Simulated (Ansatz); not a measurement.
# Se: pressure and energy change per atom against volume scale

Results calculated with Ansatz 0.2.0, not measured. Plane-wave DFT, scalar-relativistic PAW made under PBE with cores redone for the functional, no dispersion; the given relaxed cell is scaled uniformly, energy at zero smearing counts from the unscaled cell, pressure at the given Fermi-Dirac smearing is positive in compression.

The cell before it is scaled or strained (space group P6_3/mmc, No. 194):
```
CELL_PARAMETERS angstrom
3.86840 0.00000 0.00000
-1.93420 3.35010 0.00000
0.00000 0.00000 7.25660
ATOMIC_POSITIONS crystal
Se 0.00000 0.00000 0.00000
Se 0.00000 0.00000 0.50000
Se 0.33333 0.66667 0.25000
Se 0.66667 0.33333 0.75000
```

Settings of every row: spin polarised no; functional RPBE; wave cutoff 420 eV; smearing width 0.1 eV; k mesh 11x11x5.

Atom starting moment: 0 on all atoms.

Limits: the cell comes from a prototype or a list of computed structures and needn't be the stable phase.

```csv
row,volume scale,V (Å³/atom),pressure (GPa),energy change per atom (meV)
1,0.88,20.689,10.13,78.45
2,0.92,21.63,5.99,31.92
3,0.96,22.57,2.66,7.2
4,1.04,24.451,-2.15,6.88
5,1.08,25.391,?,?
6,1.12,26.332,-5.21,52.14
```

Question: what pressure and energy change per atom should row 5 give?

Worked fit of pressure. Take u = (V_r/V)^(2/3) − 1 with V_r = 22.57 Å³ an atom, which is twice the finite (Eulerian) strain; such expansions in the strain, on which the Birch-Murnaghan equation of state is built, carry the rest volume and the bulk modulus. The shown rows have u = 0.05973, 0.02877, 0, -0.05197, -0.09767. Least squares give pressure = 2.673 + 107.9 × u + 279.6 × u² GPa; a straight line predicts inner rows, each left out in turn, worse (root mean square 0.79 against 0.038 GPa). The rows lie off it by 0.01, -0.02, -0.01, 0.03, -0.01. The pressure vanishes at u = -0.0266, or V = 23.5 Å³ an atom, and there the bulk modulus at fixed shape and fractions is B = −V dP/dV = (2/3)(1 + u) dP/du = 60.4 GPa. Letting shape and atoms relax would as a rule lower it, by much in layered, chain or molecular crystals. The withheld row has u = -0.07551, so the fit gives 2.673 + 107.9 × (-0.07551) + 279.6 × (-0.07551)² = -3.88 GPa.

The calculation gave -3.86 GPa. The fit lies 0.02 GPa (0.13 % of the column's range) below it; its largest miss of a shown row is 0.03 GPa.

Worked fit of energy change per atom. Take u = (V_r/V)^(2/3) − 1 with V_r = 22.57 Å³ an atom, which is twice the finite (Eulerian) strain; such expansions in the strain, on which the Birch-Murnaghan equation of state is built, carry the rest volume and the bulk modulus. The shown rows have u = 0.05973, 0.02877, 0, -0.05197, -0.09767. Least squares give energy change per atom = 7.387 + 561.46 × u + 10458.5 × u² meV; a straight line predicts inner rows, each left out in turn, worse (root mean square 30 against 0.55 meV). The rows lie off it by 0.21, -0.28, -0.19, 0.42, -0.18 (root mean square 0.27 meV). The withheld row has u = -0.07551, so the fit gives 7.387 + 561.46 × (-0.07551) + 10458.5 × (-0.07551)² = 24.62 meV.

The calculation gave 25.03 meV. The fit lies 0.41 meV (1.6 % of the value, 0.57 % of the column's range) below it; its largest miss of a shown row is 0.42 meV.
